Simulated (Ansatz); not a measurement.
The system is SrO.

```
Sr O
1.0
     0.00000    2.56630    2.56630
     2.56630    0.00000    2.56630
     2.56630    2.56630    0.00000
Sr O
1 1
Direct
  0.50000 0.50000 0.50000
  0.00000 0.00000 0.00000
```

Program: Ansatz 0.2.0. Alike in all runs: level PBE; cell as given. Hardware: 1 thread of Arm Neoverse V1 (shared host).

**Question.** Order these runs on this cell by their wall time, lowest first.
A. task band structure; potentials or basis all-electron LAPW, relativistic spinors; spin SOC, no magnetisation; k mesh 7 × 7 × 7; cutoff (eV) 221; smearing fermi-dirac 0.05 eV; basis error allowed 0.001 eV/atom; mesh quality not flagged
B. task single point; potentials or basis all-electron LAPW, scalar-relativistic; spin off; k mesh 9 × 9 × 9; cutoff (eV) 217; smearing gaussian 0.028 eV; basis error allowed 0.001 eV/atom; mesh quality not flagged
C. task single point; potentials or basis all-electron LAPW, scalar-relativistic; spin off; k mesh 4 × 4 × 4; cutoff (eV) 200; smearing fermi-dirac 0.02 eV; basis error allowed 0.002 eV/atom; mesh quality coarse

**Answer.** C (1.9 s), B (8 s), A (49 s).

Caveats: some runs use coarse meshes.

Not every run made on this cell is shown here.
